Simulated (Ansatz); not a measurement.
# Structures of NaF: which is lowest?

Plane-wave DFT in Ansatz with scalar-relativistic PAW potentials, cutoff 500 eV, Γ-centred meshes chosen by cell and gap, Gaussian smearing with energies taken to zero width. Every cell was relaxed (cell and atoms) in a run of its own, within the symmetry of its start. Functional: r2SCAN.

Relaxed structures (starts from databases or built by putting these elements on another compound's sites):
A. Fm-3m, 2 atoms in the computed cell, a = 4.594 Å; sites (symmetry × multiplicity) Na m-3m × 4, F m-3m × 4; start: database
B. Pm-3m, 2 atoms in the computed cell, a = 2.793 Å; sites (symmetry × multiplicity) Na m-3m × 1, F m-3m × 1; start: built

Q: Rank them by energy. Could pressure change the order?

A:
| structure | group | E − E(lowest) (meV/atom) | V (Å³/atom) | gap on mesh (eV) |
| --- | --- | --- | --- | --- |
| A | Fm-3m | 0.0 | 12.12 | 7.28 |
| B | Pm-3m | 143 | 10.90 | 7.06 |

A is lowest, 143 meV/atom under B. B is denser by 1.22 Å³/atom, so pressure favours it: ΔE/ΔV, with ΔE in eV and 1 eV/Å³ = 160.2 GPa, gives about 19 GPa for equal enthalpy if both cells were rigid; at such pressures compression changes ΔV much, so this is a scale only. Other structures may lie lower than all of these, and vibrations aren't counted.